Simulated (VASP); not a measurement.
Here is a VASP 6.6.1 calculation.

File INCAR:

```
PREC = Accurate
ENCUT = 600
EDIFF = 1E-7
ISMEAR = 0
SIGMA = 0.03
LREAL = F
LASPH = T
NELM = 80
ALGO = Normal
ISIF = 4
LWAVE = F
LCHARG = F
GGA = PE
IVDW = 12
IBRION = 2
NSW = 40
EDIFFG = -0.01
```

Contents of KPOINTS:

```
regular mesh
0
Gamma
  12 12 5
```

Contents of POSCAR:

```
GaN                                     
1.0
    3.1956733398      0.0000000000      0.0000000000
   -1.5978366699      2.7675342945      0.0000000000
    0.0000000000      0.0000000000      5.2089487480
  Ga              N             
     2     2
Direct
     0.3333333332999970    0.6666666667000030    0.9992111713869392
     0.6666666667000030    0.3333333332999970    0.4992111713869392
     0.3333333332999970    0.6666666667000030    0.3757888286130608
     0.6666666667000030    0.3333333332999970    0.8757888286130608
```

Potentials or basis: VASP PAW PBE potentials, release 64 (Ga_d, N).

The run is started by

```sh
$ cat potpaw_PBE.64/Ga_d/POTCAR potpaw_PBE.64/N/POTCAR > POTCAR
$ mpirun -np 1 vasp_std > vasp.out
```

Problem. Estimate the band gap on the k mesh.

Solution. 1.85 eV, direct.

Problem. Estimate the dispersion energy per atom.

Solution. -0.252 eV.

Final structure:
```
Ga N
1.0
     3.19567    0.00000    0.00000
    -1.59784    2.76753    0.00000
     0.00000    0.00000    5.20895
Ga N
2 2
Direct
  0.33333 0.66667 0.99921
  0.66667 0.33333 0.49921
  0.33333 0.66667 0.37579
  0.66667 0.33333 0.87579
```

Caveat: the relaxation stopped at its first step, so nothing moved.

**The experiment to reproduce.**

From “Studying electronic properties in GaN without electrical contacts using γ-γ vs e−-γ Perturbed Angular Correlations”, 2019, pmc:6823545, for a bulk crystal of GaN: band gap 3.503 ± 0.005 eV (direct).

Against the measured gap of GaN, 3.503 eV (direct; quoted in “Studying electronic properties in GaN without electrical contacts using γ-γ vs e−-γ Perturbed Angular Correlations”, 2019, pmc:6823545), the calculated 1.85 eV is off by -1.65 eV. Spin-orbit coupling on Ga is left out. The value is that of PBE+D3(BJ), without temperature or zero-point motion. Semilocal functionals fall short of measured gaps as a rule.
